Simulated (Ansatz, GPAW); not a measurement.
**Work function of B/Pd(110) at several levels**

Wanted: work functions and dipole of B/Pd(110), with the cost of each level.

Program: GPAW 26.7.0 and Ansatz 0.2.0. Level of theory: Ansatz plane waves; slab in vacuum with a dipole correction, relaxation; PAW set soft_1, in the first sound run; inputs show where later runs differ. Results are calculated unless marked as measured.

## (1) The structure

The cell holds 6 atoms: 5 Pd and 1 B. Its edges and angles: a = 3.890 Å, b = 2.751 Å, c = 20.001 Å, α = 90.0°, β = 90.0°, γ = 90.0°. Vacuum lies along c.

## (2) Relaxation

The atoms are relaxed first, since the surface dipole, and with it the work function, follows the positions of the outer layers. The lowest 2 atoms are held at bulk positions and keep their forces.

File input.yaml:

```yaml
crystal:
  lattice:
    - [3.89, 0.0, 0.0]
    - [0.0, 2.7506453788, 0.0]
    - [0.0, 0.0, 20.0012907576]
  atoms:
    - { symbol: Pd, position: [0.0, 0.0, 0.3499774132] }
    - { symbol: Pd, position: [0.5, 0.5, 0.4187391099] }
    - { symbol: Pd, position: [0.0, 0.0, 0.4875008067] }
    - { symbol: Pd, position: [0.5, 0.5, 0.5562625034] }
    - { symbol: Pd, position: [0.0, 0.0, 0.6250242001] }
    - { symbol: B, position: [0.5, 0.5, 0.6500225868] }
kpoints:
  mp_grid: { grid: [8, 11, 1] }
hamiltonian:
  xc: pbe
  pseudopotentials: { kind: paw, azcp: { folder: soft_1 } }
scf:
  occupations: { method: fermi_dirac, width: 0.1 }
efield:
  axis: 3
  dipole_correction: true
  ramp_width: 0.05
relax:
  f_tol: 0.02
  max_steps: 60
  constraints: [{ sites: [0, 1] }]
output:
  write_potential: true
  write_density: true
  volumetric_format: npy
```

Command:

```console
> ansatz run input.yaml --threads 4 --pin off --max-ram 8192MiB --backend cpu --events-out ev --progress --plain --runs-dir out
```

Numbers of over 12 decimals in the logs are rounded to 6 here.

What it wrote:

```text
Engine: ansatz 0.2.0, aarch64-unknown-linux-gnu
Pseudopotentials: kind: paw
Pseudopotential: Pd, paw, valence charge 18, recommended cutoff 420 eV (normal), soft_1/Pd.paw.azcp
Pseudopotential: B, paw, valence charge 3, recommended cutoff 420 eV (normal), soft_1/B.paw.azcp
Functional definition: PBE
  parameter kappa = 0.804
  parameter beta = 0.066725
  exchange = pbe_x(kappa = kappa, mu = beta*pi^2/3)
  correlation = pbe_c(beta = beta)
Crystal: 6 atoms, lattice volume = 214.014 Å³
Basis set: ecut = 420 eV, 4187 PW (Γ), exchange–correlation on 54×40×270 points (8 copies of the dense FFT grid, shifted against one another)
Bands: 56, of which v1, the nominal top of the filled ones, is band 47 counted from 1 (46 counted from 0)
Symmetry: 4 space group operations
Space group: Pmm2 (ITA 25), of the structure as read, at distance tolerance 6.0e-5 Å
k-points: 30 of 88
Non-local potential: Pd, projectors of the file, l = 0: 2, l = 1: 2, l = 2: 2, l = 3: 1
Non-local potential: B, projectors of the file, l = 0: 2, l = 1: 2, l = 2: 1
PAW form: soft (Blöchl's): semilocal exchange-correlation on the pseudo side does not see the compensation charge
PAW one-centre angular grid: Pd, 590 points (default); XC on 64 Gauss nodes
PAW one-centre angular grid: B, 110 points (default); XC on 64 Gauss nodes
Initial density: superposition of atomic densities (neutral atoms: chi_scale 0, normalization atom)
Initial wavefunctions: pseudopotential atomic-orbital guess
Functional: x = pbe(κ = 0.804, μ = 0.219515), c = pbe(β = 0.066725)
SCF iter   1: F=—  HF=-35025.987591 eV  |F-HF|=—  |Δ(HF+E_count)|=         —  Δρ=1.23e-1  dr2=6.92e1  ethr=3.10e-3  p=-0.000 e·Å  D=-5.72e-9 V/Å  ΔV_dip=0.00 eV  dr2_dipole=7.22e0  V_vac-E_F(+/−)=2.77/2.77 eV  ⟨swp⟩=7.2  Hψ=6594  notcnv=0  defer=4
efield: sawtooth ramp at fractional position 0.9750 (placed from the atoms, in the widest stretch of the axis that holds none; the zero of the levels goes with the place), width 0.0500; the density the first Hamiltonian is built on has a dipole p = -0.000 e·Å; the dipole correction subtracts the counter field D = -5.72e-9 V/Å, which shifts the + side's vacuum level by +0.00 eV against the − side's; the planar-averaged density in the ramp window peaks in size at 3.8e-7 e/Å³
preconditioner: auto → LDOS  [metal: Δε(μ)=0.038 eV  Ē_g=6.010 eV  σ=0.100 eV  W_gap=0.09  n_scr=46 (ndim 8)  ℏωp=18.5 eV  f_vac=0.565  D(μ)=8.47/eV (n_scr^D=60)  β→1.0]
SCF iter   2: F=—  HF=-35026.567665 eV  |F-HF|=—  |Δ(HF+E_count)|=   5.80e-1  Δρ=1.28e-1  dr2=4.77e1  ethr=3.10e-3  p=-0.150 e·Å  D=-1.27e-1 V/Å  ΔV_dip=2.53 eV  dr2_dipole=8.41e0  V_vac-E_F(+/−)=5.89/3.36 eV  ⟨swp⟩=4.0  Hψ=4843  notcnv=0  defer=16
SCF iter   3: F=—  HF=-35018.096357 eV  |F-HF|=—  |Δ(HF+E_count)|=    8.47e0  Δρ=1.40e-2  dr2=5.79e-1  ethr=3.10e-3  p=-0.063 e·Å  D=-5.31e-2 V/Å  ΔV_dip=1.06 eV  dr2_dipole=8.72e-2  V_vac-E_F(+/−)=5.40/4.34 eV  ⟨swp⟩=3.1  Hψ=4552  notcnv=0  defer=62
SCF iter   4: F=—  HF=-35018.052842 eV  |F-HF|=—  |Δ(HF+E_count)|=   4.35e-2  Δρ=3.36e-3  dr2=8.04e-2  ethr=6.23e-4  p=-0.051 e·Å  D=-4.32e-2 V/Å  ΔV_dip=0.86 eV  dr2_dipole=1.30e-4  V_vac-E_F(+/−)=5.31/4.45 eV  ⟨swp⟩=2.7  Hψ=3014  notcnv=0  defer=46
SCF iter   5: F=—  HF=-35018.045997 eV  |F-HF|=—  |Δ(HF+E_count)|=   6.84e-3  Δρ=1.58e-3  dr2=8.18e-3  ethr=8.64e-5  p=-0.045 e·Å  D=-3.82e-2 V/Å  ΔV_dip=0.76 eV  dr2_dipole=4.64e-5  V_vac-E_F(+/−)=5.39/4.62 eV  ⟨swp⟩=2.1  Hψ=2767  notcnv=0  defer=45
SCF iter   6: F=—  HF=-35018.045577 eV  |F-HF|=—  |Δ(HF+E_count)|=   4.20e-4  Δρ=4.92e-4  dr2=1.56e-3  ethr=8.80e-6  p=-0.043 e·Å  D=-3.61e-2 V/Å  ΔV_dip=0.72 eV  dr2_dipole=1.01e-4  V_vac-E_F(+/−)=5.40/4.68 eV  ⟨swp⟩=2.4  Hψ=2767  notcnv=0  defer=45
SCF iter   7: F=—  HF=-35018.045590 eV  |F-HF|=—  |Δ(HF+E_count)|=   1.30e-5  Δρ=2.55e-4  dr2=3.03e-4  ethr=1.68e-6  p=-0.042 e·Å  D=-3.54e-2 V/Å  ΔV_dip=0.71 eV  dr2_dipole=4.94e-6  V_vac-E_F(+/−)=5.40/4.69 eV  ⟨swp⟩=2.1  Hψ=2228  notcnv=0  defer=45
SCF iter   8: F=—  HF=-35018.045590 eV  |F-HF|=—  |Δ(HF+E_count)|=   3.11e-7  Δρ=8.32e-5  dr2=3.47e-5  ethr=3.26e-7  p=-0.041 e·Å  D=-3.49e-2 V/Å  ΔV_dip=0.70 eV  dr2_dipole=9.21e-8  V_vac-E_F(+/−)=5.41/4.71 eV  ⟨swp⟩=2.0  Hψ=2219  notcnv=0  defer=45
SCF iter   9: F=-35018.045586 eV  HF=-35018.045593 eV  |F-HF|=7.53e-6  |Δ(HF+E_count)|=   2.86e-6  Δρ=4.10e-5  dr2=8.72e-6  ethr=1.08e-8  p=-0.041 e·Å  D=-3.48e-2 V/Å  ΔV_dip=0.70 eV  dr2_dipole=7.20e-7  V_vac-E_F(+/−)=5.41/4.71 eV  ⟨swp⟩=12.5  Hψ=14260  notcnv=0
SCF 1 converged in 9 iterations: F = -35018.045586 eV  dr2 = 8.72e-6
  greatest PAW one-centre occupation: 1.000 electrons in one spin orbital (limit 2), on the Pd atom at site 3 (counted from 0), in its partial waves of l = 0
relax step   1: F+E_penalty+E_count = -35018.04558562 eV  Δ(F+E_penalty+E_count) = +0.000e0 eV  max|allowed force component| = 2.221e0 eV/Å  Δτ_max = 0.0000 Å  (9 SCF iters, dr2 threshold 1.00e-5 eV, accepted)
Initial density: handed on by an earlier stage of this run
Initial wavefunctions: those handed on with the density
iter 1 solved again at ethr=2.38e-4 eV; its pass at ethr=3.10e-3 eV (dr2=2.21e-1 eV) is discarded
SCF iter   1: F=—  HF=-35018.417466 eV  |F-HF|=—  |Δ(HF+E_count)|=         —  Δρ=9.41e-3  dr2=2.46e-1  ethr=2.38e-4  p=-0.041 e·Å  D=-3.48e-2 V/Å  ΔV_dip=0.70 eV  dr2_dipole=3.33e-4  V_vac-E_F(+/−)=5.41/4.72 eV  ⟨swp⟩=1.6  Hψ=6865  notcnv=0  defer=37
efield: sawtooth ramp at fractional position 0.9750 (handed on by an earlier solve), width 0.0500; the density the first Hamiltonian is built on has a dipole p = -0.041 e·Å; the dipole correction subtracts the counter field D = -3.48e-2 V/Å, which shifts the + side's vacuum level by +0.70 eV against the − side's; the planar-averaged density in the ramp window peaks in size at 3.0e-6 e/Å³
preconditioner: auto → LDOS  [metal: Δε(μ)=0.012 eV  Ē_g=6.767 eV  σ=0.100 eV  W_gap=0.03  n_scr=46 (ndim 8)  ℏωp=18.5 eV  f_vac=0.557  D(μ)=6.90/eV (n_scr^D=46)  β→1.0]
SCF iter   2: F=—  HF=-35018.448882 eV  |F-HF|=—  |Δ(HF+E_count)|=   3.14e-2  Δρ=8.78e-3  dr2=3.43e-1  ethr=2.38e-4  p=-0.033 e·Å  D=-2.75e-2 V/Å  ΔV_dip=0.55 eV  dr2_dipole=1.12e-2  V_vac-E_F(+/−)=5.23/4.68 eV  ⟨swp⟩=2.9  Hψ=3482  notcnv=0  defer=37
SCF iter   3: F=—  HF=-35018.353224 eV  |F-HF|=—  |Δ(HF+E_count)|=   9.57e-2  Δρ=1.29e-3  dr2=8.01e-3  ethr=2.38e-4  p=-0.043 e·Å  D=-3.67e-2 V/Å  ΔV_dip=0.73 eV  dr2_dipole=2.45e-3  V_vac-E_F(+/−)=5.42/4.69 eV  ⟨swp⟩=2.1  Hψ=3156  notcnv=0  defer=41
[...]
SCF iter   4: F=—  HF=-35018.467903 eV  |F-HF|=—  |Δ(HF+E_count)|=   1.56e-3  Δρ=7.81e-4  dr2=1.63e-3  ethr=9.43e-6  p=-0.043 e·Å  D=-3.65e-2 V/Å  ΔV_dip=0.73 eV  dr2_dipole=3.31e-7  V_vac-E_F(+/−)=5.44/4.71 eV  ⟨swp⟩=2.9  Hψ=3583  notcnv=0  defer=44
SCF iter   5: F=—  HF=-35018.467586 eV  |F-HF|=—  |Δ(HF+E_count)|=   3.18e-4  Δρ=2.40e-4  dr2=1.90e-4  ethr=1.75e-6  p=-0.043 e·Å  D=-3.67e-2 V/Å  ΔV_dip=0.73 eV  dr2_dipole=1.46e-5  V_vac-E_F(+/−)=5.44/4.71 eV  ⟨swp⟩=2.0  Hψ=2379  notcnv=0  defer=44
SCF iter   6: F=—  HF=-35018.467568 eV  |F-HF|=—  |Δ(HF+E_count)|=   1.78e-5  Δρ=1.05e-4  dr2=3.71e-5  ethr=4.65e-8  p=-0.044 e·Å  D=-3.71e-2 V/Å  ΔV_dip=0.74 eV  dr2_dipole=8.04e-7  V_vac-E_F(+/−)=5.45/4.71 eV  ⟨swp⟩=11.5  Hψ=15913  notcnv=0
SCF iter   7: F=-35018.467560 eV  HF=-35018.467567 eV  |F-HF|=7.73e-6  |Δ(HF+E_count)|=   5.96e-7  Δρ=3.91e-5  dr2=9.00e-6  ethr=3.99e-8  p=-0.044 e·Å  D=-3.70e-2 V/Å  ΔV_dip=0.74 eV  dr2_dipole=4.08e-7  V_vac-E_F(+/−)=5.45/4.71 eV  ⟨swp⟩=11.7  Hψ=13881  notcnv=0
SCF 3 converged in 7 iterations: F = -35018.467560 eV  dr2 = 9.00e-6
  Residual-converged pass: ⟨swp⟩=1.0  Hψ=1800  notcnv=0  max |occ|·‖R‖ = 7.1e-9 eV (tolerance 1.0e-8 eV)  dr2=9.00e-6  dr2_onsite=1.60e-7  max |Δocc| = 4.9e-11
  greatest PAW one-centre occupation: 0.999 electrons in one spin orbital (limit 2), on the Pd atom at site 0 (counted from 0), in its partial waves of l = 0
relax step   3: F+E_penalty+E_count = -35018.46755954 eV  Δ(F+E_penalty+E_count) = -1.151e-1 eV  max|allowed force component| = 2.185e-1 eV/Å  Δτ_max = 0.1966 Å  (7 SCF iters, dr2 threshold 4.32e-5 eV, accepted)
[...]
relax step   4: F+E_penalty+E_count = -35018.49426659 eV  Δ(F+E_penalty+E_count) = -2.671e-2 eV  max|allowed force component| = 2.495e-2 eV/Å  Δτ_max = 0.1359 Å  (8 SCF iters, dr2 threshold 3.30e-6 eV, accepted)
SCF iter   1: F=—  HF=-35018.495238 eV  |F-HF|=—  |Δ(HF+E_count)|=         —  Δρ=1.06e-3  dr2=2.43e-3  ethr=3.06e-5  p=-0.042 e·Å  D=-3.56e-2 V/Å  ΔV_dip=0.71 eV  dr2_dipole=1.49e-4  V_vac-E_F(+/−)=5.45/4.74 eV  ⟨swp⟩=2.8  Hψ=3296  notcnv=0  defer=44
efield: sawtooth ramp at fractional position 0.9750 (handed on by an earlier solve), width 0.0500; the density the first Hamiltonian is built on has a dipole p = -0.042 e·Å; the dipole correction subtracts the counter field D = -3.56e-2 V/Å, which shifts the + side's vacuum level by +0.71 eV against the − side's; the planar-averaged density in the ramp window peaks in size at 2.2e-6 e/Å³
preconditioner: auto → LDOS  [metal: Δε(μ)=0.004 eV  Ē_g=6.613 eV  σ=0.100 eV  W_gap=0.01  n_scr=46 (ndim 8)  ℏωp=18.5 eV  f_vac=0.542  D(μ)=6.95/eV (n_scr^D=46)  β→1.0]
SCF iter   2: F=—  HF=-35018.495116 eV  |F-HF|=—  |Δ(HF+E_count)|=   1.22e-4  Δρ=8.07e-4  dr2=3.38e-3  ethr=2.61e-6  p=-0.041 e·Å  D=-3.44e-2 V/Å  ΔV_dip=0.69 eV  dr2_dipole=6.24e-4  V_vac-E_F(+/−)=5.42/4.74 eV  ⟨swp⟩=3.0  Hψ=3650  notcnv=0  defer=44
SCF iter   3: F=—  HF=-35018.494462 eV  |F-HF|=—  |Δ(HF+E_count)|=   6.54e-4  Δρ=2.32e-4  dr2=1.74e-4  ethr=2.61e-6  p=-0.042 e·Å  D=-3.57e-2 V/Å  ΔV_dip=0.71 eV  dr2_dipole=1.63e-7  V_vac-E_F(+/−)=5.45/4.74 eV  ⟨swp⟩=2.0  Hψ=2822  notcnv=0  defer=44
SCF iter   4: F=—  HF=-35018.494434 eV  |F-HF|=—  |Δ(HF+E_count)|=   2.76e-5  Δρ=9.63e-5  dr2=2.22e-5  ethr=1.87e-7  p=-0.042 e·Å  D=-3.54e-2 V/Å  ΔV_dip=0.71 eV  dr2_dipole=5.80e-10  V_vac-E_F(+/−)=5.45/4.74 eV  ⟨swp⟩=3.0  Hψ=3543  notcnv=0  defer=44
SCF iter   5: F=—  HF=-35018.494546 eV  |F-HF|=—  |Δ(HF+E_count)|=   1.12e-4  Δρ=2.20e-5  dr2=2.17e-6  ethr=2.39e-8  p=-0.042 e·Å  D=-3.54e-2 V/Å  ΔV_dip=0.71 eV  dr2_dipole=1.50e-7  V_vac-E_F(+/−)=5.45/4.74 eV  ⟨swp⟩=2.1  Hψ=2398  notcnv=0  defer=44
SCF iter   6: F=—  HF=-35018.494546 eV  |F-HF|=—  |Δ(HF+E_count)|=   9.09e-8  Δρ=1.19e-5  dr2=6.41e-7  ethr=2.34e-9  p=-0.042 e·Å  D=-3.54e-2 V/Å  ΔV_dip=0.71 eV  dr2_dipole=3.33e-8  V_vac-E_F(+/−)=5.45/4.74 eV  ⟨swp⟩=2.1  Hψ=2457  notcnv=0  defer=44
SCF iter   7: F=-35018.494546 eV  HF=-35018.494546 eV  |F-HF|=2.99e-8  |Δ(HF+E_count)|=   7.25e-8  Δρ=3.81e-6  dr2=8.08e-8  ethr=1.08e-10  p=-0.042 e·Å  D=-3.54e-2 V/Å  ΔV_dip=0.71 eV  dr2_dipole=1.22e-9  V_vac-E_F(+/−)=5.45/4.74 eV  ⟨swp⟩=9.1  Hψ=12704  notcnv=0
SCF 5 converged in 7 iterations: F = -35018.494546 eV  dr2 = 8.08e-8
relax step   5: F+E_penalty+E_count = -35018.49454641 eV  Δ(F+E_penalty+E_count) = -2.798e-4 eV  max|allowed force component| = 1.391e-3 eV/Å  Δτ_max = 0.0154 Å  (7 SCF iters, accepted)
NSCF: frozen V_eff on 30 k-points
the band table was solved once a step of the walk had ended and its energy, with any forces and stress, was formed, with the checks that follow a solve (8968 applications of the Hamiltonian). They found nothing against the state; the energy, forces and stress were not computed again (output.eigenvalues in the input reference)
WARN: The output density's exchange-correlation potential varies sharply where the density is thin. Do not read a vacuum level from v_tot or v_xc, or from such a field of the output density. On a cell that repeats whose density bears no net charge and no dipole along the vacuum's axis use v_es (v_loc + v_h of the components); under efield.dipole_correction with no amplitude use v_es + v_field, which holds any externa [...]
SCF converged after 7 iterations
Free energy (F): -35018.494546 eV
Harris-Foulkes:  -35018.494546 eV  (|F-HF|=2.99e-8)
Internal energy: -35018.266410 eV  (E = F + TS)
E sigma→0 (E₀):  -35018.380478 eV
Entropy (-TS):   -0.228136 eV (-38.023 meV/atom)
Fermi energy:    4.000437 eV
Dipole field:    D = -0.035465 V/Å  (p = -0.041945 e·Å, saw-weighted, corrected)
Work function:   Φ+ = 5.4461 eV   Φ− = 4.7368 eV
Levels:          The Fermi level and band energies are counted from a zero that moves with the ramp; work functions are not
--- Per-component energies (eV) ---
  E_band       = -2100.077344
  E_kinetic    = 2280.275350
  E_local      = -103932.687295  (includes V_loc(G=0)·N_el)
  E_nonlocal   = 1864.312412
  E_hartree    = 50365.828078
  E_xc         = -719.127992
  E_vxc        = -905.892350  (∫ρ·V_xc dr)
  E_paw        = -19133.490427  (= ΣΔE_a)
  E_vpaw       = -2137.727788  (= ΣTr[D̂ρ^β])
  E_aug_tail   = 0.001183  (compensation charges beyond the density's cutoff)
  E_efield     = 0.000744  (sawtooth field / dipole correction)
  E_vefield    = 0.020997  (∫n·V_field dr)
  E_ewald      = 34256.621537
  E_smearing   = -0.228136  (= −TS)
  E_closure    = -0.000000  (closes the sum)
  Σ components = -35018.494546   (vs F -35018.494546, Δ=0.00e0)
--- Forces (eV/Å), atoms counted from 1 ---
  atom   1  Pd     0.00000000     0.00000000     0.23232103
  atom   2  Pd     0.00000000     0.00000000    -0.23262531
  atom   3  Pd     0.00000000     0.00000000    -0.00000518
  atom   4  Pd     0.00000000     0.00000000    -0.00139088
  atom   5  Pd     0.00000000     0.00000000     0.00096654
  atom   6  B      0.00000000     0.00000000     0.00088472
  max |Σ_I F_I| component: 1.51e-4 eV/Å
--- Band table (eV; the first three rows and the last of 30) ---
  k-point 0: bands = [... 43 lower, 3.1286, 3.1705, 3.4147, 3.7108, 4.1330, 4.4095, 4.9598, 7.0874, ... 5 higher]
  k-point 1: bands = [... 43 lower, 2.9716, 3.2441, 3.6099, 3.7764, 3.8880, 4.5648, 5.4154, 7.2699, ... 5 higher]
  k-point 2: bands = [... 43 lower, 3.1954, 3.3218, 3.5686, 3.7147, 4.0395, 4.9941, 6.4098, 7.5587, ... 5 higher]
  k-point 29: bands = [... 43 lower, 3.9210, 3.9960, 3.9970, 4.3550, 5.4878, 6.9914, 7.0830, 7.3686, ... 5 higher]
--- Relaxed structure (5 steps of the walk, 5 accepted, 0 SCFs on fresh bases) ---
  F+E_penalty+E_count = -35018.49454641 eV   max|allowed force component| = 1.391e-3 eV/Å
  atoms:
    - { symbol: Pd, position: [0.0, 0.0, 0.349977] }
    - { symbol: Pd, position: [0.5, 0.5, 0.418739] }
    - { symbol: Pd, position: [0.0, 0.0, 0.490517] }
    - { symbol: Pd, position: [0.5, 0.5, 0.563567] }
    - { symbol: Pd, position: [0.0, 0.0, 0.652051] }
    - { symbol: B, position: [0.5, 0.5, 0.660064] }
```

The job ended after 40 s (4 threads of Arm Neoverse V2, shared host; peak memory 0.66 GiB).

Relaxation path:

```tsv
step	energy less that of the first step (eV)	largest force component (eV/Å)
1	0.0000	2.2215
2	-0.3068	0.8317
3	-0.4220	0.2185
4	-0.4487	0.0249
5	-0.4490	0.0014
```

Forces are held to the 4 operations that the run works with; a distortion that breaks them can't arise in this run.

The atoms that moved most (Å):

```tsv
atom	dx	dy	dz	length
Pd5	0.000	0.000	0.541	0.541
B6	0.000	0.000	0.201	0.201
Pd4	0.000	0.000	0.146	0.146
Pd3	0.000	0.000	0.060	0.060
```

The relaxed structure:

```xyz
6
Lattice="3.8900 0.0000 0.0000 0.0000 2.7506 0.0000 0.0000 0.0000 20.0013" Properties=species:S:1:pos:R:3
Pd    0.0000    0.0000    7.0000
Pd    1.9450    1.3753    8.3753
Pd    0.0000    0.0000    9.8110
Pd    1.9450    1.3753   11.2721
Pd    0.0000    0.0000   13.0419
B     1.9450    1.3753   13.2021
```

Numbers from this step:

```yaml
free_energy: -35018.4945 eV
smearing_term_ts: 0.2281 eV
symmetry_operations: 4
upper_work_function: 5.446 eV
lower_work_function: 4.737 eV
dipole_along_the_normal: -0.04194 e·Å
dipole_field: -0.03546 V/Å
vacuum_level_above: 9.447 eV
vacuum_level_below: 8.737 eV
```

The electrostatic potential energy of an electron (with the applied field's), less the Fermi level, planar mean oscillates, so the rows of the table below give means over windows of 1.48 Å about each position, cut where the curve ends. Its maxima inside the range that stand out by 2 % of the span (Å: eV): 7.7: -7.01, 9.0: -6.30, 10.5: -6.16, 12.1: -2.04. Its minima: 7.0: -10.1, 8.4: -10.5, 9.8: -10.6, 11.3: -10.4, 13.0: -17.3.

Electrostatic potential energy of an electron (with the applied field's), less the Fermi level, planar mean against z; means over each step:

```tsv
z (Å)	electrostatic potential energy of an electron (with the applied field's), less the Fermi level, planar mean (eV)
0.74	4.80
2.22	4.74
3.70	4.73
5.18	4.31
6.66	-5.29
8.14	-8.59
9.62	-8.36
11.10	-7.98
12.58	-9.43
14.06	-1.41
15.54	5.33
17.02	5.44
18.50	5.45
```

The valence density, planar mean oscillates, so the rows of the table below give means over windows of 1 Å about each position, cut where the curve ends. Its maxima inside the range that stand out by 2 % of the span (Å: e/Å³): 7.0: 1.64, 8.4: 1.66, 9.8: 1.67, 11.3: 1.67, 13.0: 1.78. Its minima: 7.7: 0.740, 9.0: 0.668, 10.5: 0.612, 12.1: 0.394.

Valence density, planar mean against z; means over each step:

```tsv
z (Å)	valence density, planar mean (e/Å³)
3	3.8e-5
4	5.3e-4
5	0.00780
6	0.200
7	1.32
8	1.20
9	1.01
10	1.28
11	1.21
12	0.700
13	1.42
14	0.317
15	0.0169
16	0.00101
17	6.2e-5
```

The relaxation lowered the energy of the cell by 0.449 eV.

(Part 1 of 3 ends here.)

[Logs are printed without paths, hosts, clocks, repeated set-up lines and the standing remarks that a program may print on its own settings, such as how far it seeks lower states.]

[Hosts, paths, dates, database ids (printed as entryN), source tags and the programs' standing remarks are cut or masked in the printed files.]
